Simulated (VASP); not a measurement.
## From an Ansatz input to VASP: SiC (strained database structure)

Ansatz input

```yaml
crystal:
  lattice:
    - [3.1580835114, 0.0, 0.0]
    - [-1.5790417557, 2.7349805481, 0.0]
    - [0.0, 0.0, 5.0268932654]
  atoms:
    - { symbol: Si, position: [0.3333333333, 0.6666666667, 0.4982977205] }
    - { symbol: Si, position: [0.6666666667, 0.3333333333, 0.9982977205] }
    - { symbol: C, position: [0.3333333333, 0.6666666667, 0.8767022795] }
    - { symbol: C, position: [0.6666666667, 0.3333333333, 0.3767022795] }
kpoints:
  mp_grid: { grid: [12, 12, 6] }
  band_path:
    path:
      - [0.0, 0.0, 0.0]
      - [0.5, 0.0, 0.0]
      - [0.3333333333, 0.3333333333, 0.0]
      - [0.0, 0.0, 0.5]
      - [0.5, 0.0, 0.5]
      - [0.3333333333, 0.3333333333, 0.5]
      - [0.0, 0.5, 0.0]
    npoints: 1
hamiltonian:
  xc: r2scan
scf:
  occupations: { method: fixed }
  n_extra_bands: 5
output:
  forces: true
  stress: true
  eigenvalues: true
```

Question: Translate this input to VASP.

Answer: 

INCAR

```
SIGMA = 0.01
NSW = 0
LELF = .TRUE.
ISIF = 2
LCHARG = .TRUE.
NBANDS = 16
PREC = Accurate
LREAL = .FALSE.
METAGGA = R2SCAN
LWAVE = .FALSE.
EDIFF = 1E-7
IBRION = -1
LASPH = .TRUE.
ALGO = Normal
NELM = 120
ISMEAR = 0
ENCUT = 520
```

KPOINTS

```
KPOINTS created by Atomic Simulation Environment
0
Gamma
12 12 6
0 0 0
```

KPOINTS_OPT

```
special points
7
Reciprocal
0.0000000000 0.0000000000 0.0000000000 1
0.5000000000 0.0000000000 0.0000000000 1
0.3333333333 0.3333333333 0.0000000000 1
0.0000000000 0.0000000000 0.5000000000 1
0.5000000000 0.0000000000 0.5000000000 1
0.3333333333 0.3333333333 0.5000000000 1
0.0000000000 0.5000000000 0.0000000000 1
```

POSCAR

```
Si C
 1.0000000000000000
     3.1580835113739250    0.0000000000000000    0.0000000000000000
    -1.5790417556869625    2.7349805481225813    0.0000000000000000
     0.0000000000000000    0.0000000000000000    5.0268932654000000
 Si  C
   2   2
Cartesian
 -0.0000000000000000  1.8233203654150540  2.5048894552885170
  1.5790417556869623  0.9116601827075270  5.0183360879885166
 -0.0000000000000000  1.8233203654150540  4.4070887846364810
  1.5790417556869623  0.9116601827075270  1.8936421519364817
```

VASP ran with the recommended PBE PAW datasets (16 valence electrons in the cell). Other inputs would serve too.

```tsv
	Ansatz	VASP
gap between bands v and c	2.80 eV	2.80 eV
least direct gap	4.09 eV	4.10 eV
pressure	-10.1 GPa	-10.2 GPa
```

Each program uses its own PAW datasets. VASP's cell holds 16 valence electrons and Ansatz's 16. Ansatz's stress includes a Pulay correction; VASP's doesn't.
